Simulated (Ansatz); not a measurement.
# SrO: the cost of one run

Program: Ansatz 0.2.0. PAW datasets, plane waves. Values at 0 K without nuclear motion; spin polarisation is off, and the phase may be a hypothetical one.

**1. The structure to begin with**

The unstrained cell was relaxed with r2SCAN; in each strained cell the atoms were relaxed again with r2SCAN. Names of k-points are those of the unstrained zone, where strain can split equivalent points. First state: +4.0 % biaxial strain in x and y, free along z.

Space group P6_3/mmc (No. 194), hexagonal; conventional cell a = 4.441 Å, c = 5.048 Å, 21.55 Å³ an atom. Near Sr stand 5 O at 2.52–2.56 Å; near O stand 5 Sr at 2.52–2.56 Å.

Coordinates:

```xyz
4
Lattice="4.4408 0.0000 0.0000 -2.2204 3.8459 0.0000 0.0000 0.0000 5.0482" Properties=species:S:1:pos:R:3 pbc="T T T"
Sr    0.0000    2.5639   -0.3155
Sr    2.2204    1.2820    2.2086
O     0.0000    2.5639    2.2086
O     2.2204    1.2820    4.7327
```

From earlier runs on the unstrained cell: PBE 2.66 eV, r2SCAN 3.03 eV, HSE06 4.00 eV; a = 4.270 Å, c = 5.144 Å.

**2. +4.0 % biaxial strain in x and y, free along z: PBE**

input.yaml

```yaml
crystal:
  lattice:
    - [4.4408321918, 0.0, 0.0]
    - [-2.2204160959, 3.8458734921, 0.0]
    - [0.0, 0.0, 5.0482075186]
  atoms:
    - { symbol: Sr, position: [0.3333333333, 0.6666666667, -0.0625] }
    - { symbol: Sr, position: [0.6666666667, 0.3333333333, 0.4375] }
    - { symbol: O, position: [0.3333333333, 0.6666666667, 0.4375] }
    - { symbol: O, position: [0.6666666667, 0.3333333333, 0.9375] }
kpoints:
  mp_grid: { grid: [12, 12, 6] }
  band_path:
    path:
      - [0.0, 0.0, 0.0]
      - [0.5, 0.0, 0.0]
      - [0.3333333333, 0.3333333333, 0.0]
      - [0.0, 0.0, 0.5]
      - [0.5, 0.0, 0.5]
      - [0.3333333333, 0.3333333333, 0.5]
    npoints: 1
hamiltonian:
  xc: pbe
scf:
  occupations: { method: fermi_dirac, width: 0.02 }
  n_extra_bands: 5
output:
  forces: true
  stress: true
  eigenvalues: true
```

Launch:

```
ansatz run input.yaml --threads 4 --pin off --max-ram 4608MiB --backend cpu --events-out ev --progress --plain --runs-dir out
```

Q: Estimate wall time and peak memory on 4 threads of Intel Xeon at 2.70GHz, shared host.

About 2.6 s, with a peak of 0.45 GiB.
